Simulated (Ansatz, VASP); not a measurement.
**One calculation of Tl, two programs**

```
Tl
1.0
     0.00000    2.19737    3.10708
     2.19737    0.00000    3.10708
     2.19737    2.19737    0.00000
Tl
1
Direct
  0.00000 0.00000 0.00000
```

Alike in both runs: task single point; functional LDA; k mesh 18 × 18 × 18; occupations gaussian, width 0.15 eV; no spin polarisation.

|  | VASP | Ansatz |
| --- | --- | --- |
| version | VASP 6.6.1 | Ansatz 0.2.0 |
| potentials or method | VASP PAW LDA potentials, release 64 (Tl_d) | scalar-relativistic, plane waves, PAW |
| plane-wave cutoff (eV) | 520 | 420 |
| valence electrons in the cell | 13 | 13 |

Ansatz gave:

* gap on the k mesh at the Fermi level (eV): none
* pressure (GPa): -1.7
* largest component of the traceless stress (GPa): 2.55

Which values does VASP return?

gap on the k mesh at the Fermi level (eV): none; pressure (GPa): -1.7; largest component of the traceless stress (GPa): 2.60.

A gap of «none» marks a metal or a gap that the smearing closes.

The runs have no spin-orbit coupling, so splittings on Tl are missing.
